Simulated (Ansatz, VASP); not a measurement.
**KBr: VASP beside Ansatz**

```
CELL_PARAMETERS angstrom
0.00000 3.31971 3.31971
3.31971 0.00000 3.31971
3.31971 3.31971 0.00000
ATOMIC_POSITIONS crystal
K 0.00000 0.00000 0.00000
Br 0.50000 0.50000 0.50000
```

Change from the starting cell: volume scaled by 1.025, PAW files.

Alike in both runs: task electric field gradients; functional PBE; k mesh 7 × 7 × 7; occupations fermi-dirac, width 0.01 eV; no spin polarisation.

|  | VASP | Ansatz |
| --- | --- | --- |
| version | VASP 6.6.1 | Ansatz 0.2.0 |
| potentials or method | VASP PAW PBE potentials, release 64 (K_sv, Br) | PAW with Ansatz's default frozen-core files, scalar-relativistic |
| plane-wave cutoff (eV) | 520 | 420 |
| valence electrons in the cell | 16 | 16 |

|  | VASP | Ansatz | Ansatz less VASP |
| --- | --- | --- | --- |
| gap on the k mesh at the Fermi level (eV) | 4.39 | 4.39 | +0.001 |
| pressure (GPa) | 0.5 | 0.4 | -0.03 |
| Vzz of the field gradient on the site that differs most (V/Å²) | 0.0 | 0.0 | 0.00 |

With one functional, cell and mesh, what is left measures potentials, basis and numerics.

Caveats: an odd mesh through Γ misses points on the zone boundary, where band edges often lie.
